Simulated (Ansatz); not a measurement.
This geometry of a periodic cell of 39 atoms, Al$_{16}$NO$_{22}$ (host Al2O3, host structure R-3c, dopant N, one O atom removed) is a first-order saddle point.

Theory: DFT PBE, scalar-relativistic, plane waves, PAW in Ansatz 0.2.0. Settings: PAW set soft_1, cutoff 420 eV, k mesh 2x2x2, gaussian smearing 0.05 eV, spin collinear.

```xyz
39
Lattice="-4.8050 -2.7742 4.3721 4.8050 -2.7742 4.3721 0.0000 5.5484 4.3721" Properties=species:S:1:pos:R:3
Al 0.016 0.024 1.945
Al -0.036 -0.007 4.606
Al -0.016 0.052 8.358
Al -0.045 0.034 11.311
O 0.919 1.418 7.646
O -0.795 1.494 5.463
O 0.743 -1.505 7.488
O -1.691 0.079 7.676
O 1.651 -0.106 5.445
O -0.915 -1.417 5.424
Al 0.022 -2.773 6.278
Al 0.103 -2.636 9.028
Al -0.007 2.745 4.152
Al -0.064 2.797 6.798
O -3.881 1.374 7.808
N 0.493 -0.863 9.834
O 0.729 1.272 3.286
O 3.114 0.145 7.648
O -3.066 -0.247 5.461
O 3.901 -1.343 5.460
Al -2.580 1.362 6.267
Al -2.423 1.364 9.017
Al 2.408 -1.325 4.125
Al 2.423 -1.399 6.771
O -1.438 -2.723 7.706
O -3.128 -2.694 5.499
O 3.110 2.682 7.649
O 0.730 -1.272 3.276
O -0.777 1.337 9.833
O 1.448 2.740 5.496
Al 2.315 1.370 6.332
Al 2.453 1.450 8.963
Al -2.394 -1.419 4.124
Al -2.386 -1.415 6.799
O -1.473 0.000 3.265
O 1.700 -2.663 5.427
O -1.736 2.653 7.589
O 0.770 -4.049 7.619
O -0.742 4.061 5.479
```

Q: Which two structures does it join? (They come from a converged band through this point; their orientation in space is the band's.)

A: Contacts lost: Al12–N16, N16–Al31. Contacts made: N16–Al21, N16–Al32. The atom that moves furthest is N16, by 2.31 Å.

Initial state:

```xyz
39
Lattice="-4.8050 -2.7742 4.3721 4.8050 -2.7742 4.3721 0.0000 5.5484 4.3721" Properties=species:S:1:pos:R:3
Al -0.020 -0.006 1.936
Al -0.018 -0.008 4.610
Al -0.099 -0.045 8.456
Al -0.097 -0.027 11.208
O 0.911 1.341 7.679
O -0.748 1.492 5.469
O 0.757 -1.501 7.617
O -1.717 0.109 7.619
O 1.659 -0.114 5.449
O -0.936 -1.394 5.454
Al 0.007 -2.775 6.312
Al -0.005 -2.739 9.022
Al -0.007 2.771 4.126
Al 0.002 2.757 6.809
O -3.862 1.406 7.675
N -0.641 -1.213 9.841
O 0.725 1.274 3.274
O 3.118 0.107 7.679
O -3.122 -0.128 5.440
O 3.867 -1.394 5.461
Al -2.400 1.334 6.346
Al -2.413 1.393 9.013
Al 2.389 -1.355 4.133
Al 2.404 -1.386 6.798
O -1.474 -2.779 7.634
O -3.153 -2.662 5.464
O 3.083 2.689 7.674
O 0.722 -1.278 3.273
O -0.725 1.318 9.818
O 1.448 2.774 5.473
Al 2.456 1.385 6.234
Al 2.413 1.440 8.925
Al -2.416 -1.390 4.101
Al -2.416 -1.417 6.782
O -1.476 -0.003 3.270
O 1.664 -2.669 5.461
O -1.684 2.660 7.621
O 0.738 -4.087 7.605
O -0.755 4.045 5.452
```

Final state:

Only the atoms that move by more than 0.05 Å are listed.
```
Al3 0.066 0.064 8.459
Al4 0.083 0.057 11.212
O5 0.929 1.442 7.622
O8 -1.641 0.084 7.690
Al12 0.039 -2.809 8.949
Al14 -0.027 2.795 6.791
O15 -3.890 1.361 7.678
N16 1.365 -0.059 9.826
O18 3.147 0.121 7.616
Al21 -2.437 1.402 6.274
Al23 2.410 -1.405 4.114
O27 3.182 2.649 7.616
O29 -0.785 1.280 9.849
Al31 2.345 1.397 6.370
Al32 2.372 1.333 9.061
Al33 -2.377 -1.397 4.141
Al34 -2.399 -1.384 6.822
O38 0.758 -4.013 7.676
```

Q: How far does it lie above each of them?

A: 2.23 eV above the first and 2.23 eV above the second. This is the barrier of this one path; another mechanism may lie lower. Limits of this set-up: coarse k mesh.

Time of the run: 13 min on 4 threads of AMD EPYC 9R45 96-Core Processor (Zen 5) (shared host), peak memory 4.8 GiB.
